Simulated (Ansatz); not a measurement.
Crystal: I.

```
I
1.0
     0.00000    2.36560    3.90984
     2.19225    0.00000    3.90984
     2.19225    2.36560    0.00000
I
1
Direct
  0.00000 0.00000 0.00000
```

Base run:

| Item | Value |
| --- | --- |
| Program | Ansatz 0.2.0 |
| Functional | r2SCAN |
| Potentials or basis | Ansatz PAW |
| Cutoff | 500 eV (not typed: the program's choice for these potentials) |
| k mesh | 9 × 9 × 9 |
| Occupations | fermi-dirac, width 0.05 eV |
| Spin | no spin polarisation |

Its results: band gap on the k mesh none (metal or under the smearing width); pressure 0.0 GPa.

Q: The run is repeated on the same cell with these changes: functional from r2SCAN to BPBE; cutoff from 500 eV (not typed: the program's choice for these potentials) to 420 eV (not typed: the program's choice for these potentials). What comes out?

A: Band gap on the k mesh none (metal or under the smearing width); pressure 0.5 GPa.

Caveats: an odd number of electrons without spin polarisation forces a metal; a magnetic or distorted state may lie lower; the PAW data sets come from PBE, with cores solved anew for the run's functional, which leaves a small shift of forces and pressure; spin-orbit coupling is left out, which moves the levels of the heavy elements (some runs).
